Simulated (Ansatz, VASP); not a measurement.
One calculation of I, two programs

The input INCAR:

```
ALGO = Normal
EDIFF = 1E-6
ENCUT = 520
GGA = PE
ISIF = 2
ISMEAR = 0
LASPH = T
LCHARG = T
LELF = T
LREAL = F
LVHAR = T
LWAVE = F
NBANDS = 22
NELM = 100
PREC = Accurate
SIGMA = 0.01
```

The input KPOINTS:

```
k-points
0
Gamma
  6 6 2
```

Contents of POSCAR:

```
I
1.0
    4.5379099502     -2.3366359498      0.0000000000
    4.5379099502      2.3366359498      0.0000000000
    0.0000000000      0.0000000000      9.9294032737
I
4
Direct
    0.8417984967      0.1582015033      0.8779801343
    0.3417984967      0.6582015033      0.6220198657
    0.1582015033      0.8417984967      0.1220198657
    0.6582015033      0.3417984967      0.3779801343
```

Input for Ansatz:

```yaml
crystal:
  lattice:
    - [4.5379099502, -2.3366359498, 0.0]
    - [4.5379099502, 2.3366359498, 0.0]
    - [0.0, 0.0, 9.9294032737]
  atoms:
    - { symbol: I, position: [0.8417984967, 0.1582015033, 0.8779801343] }
    - { symbol: I, position: [0.3417984967, 0.6582015033, 0.6220198657] }
    - { symbol: I, position: [0.1582015033, 0.8417984967, 0.1220198657] }
    - { symbol: I, position: [0.6582015033, 0.3417984967, 0.3779801343] }
kpoints:
  mp_grid: { grid: [6, 6, 2] }
hamiltonian:
  xc: pbe
scf:
  occupations: { method: fixed }
  n_extra_bands: 5
output:
  forces: true
  stress: true
  eigenvalues: true
```

Alike in both runs: task single point; functional PBE; k mesh 6 × 6 × 2; no spin polarisation.

|  | VASP | Ansatz |
| --- | --- | --- |
| version | VASP 6.6.1 | Ansatz 0.2.0 |
| potentials or method | VASP PAW PBE potentials, release 64 (I) | plane waves, PAW |
| plane-wave cutoff (eV) | 520 | 420 |
| occupations | gaussian, width 0.01 eV | fixed |
| valence electrons in the cell | 28 | 68 |

|  | VASP | Ansatz | Ansatz less VASP |
| --- | --- | --- | --- |
| gap on the k mesh at the Fermi level (eV) | 1.00 | 0.99 | -0.007 |
| pressure (GPa) | -0.5 | -0.5 | +0.03 |
| largest component of the traceless stress (GPa) | 0.54 | 0.51 | -0.027 |
| rms of the force components (eV/Å) | 0.089 | 0.080 | -0.0094 |

Atom by atom the forces differ by 0.009 eV/Å (rms over components). The two sets of potentials don't hold the same shells in valence.

Caveats: spin-orbit coupling is left out, which moves the levels of the heavy elements. Expect the measured gap to be larger: semilocal functionals such as PBE lack the derivative discontinuity. A k mesh can miss the band edges.
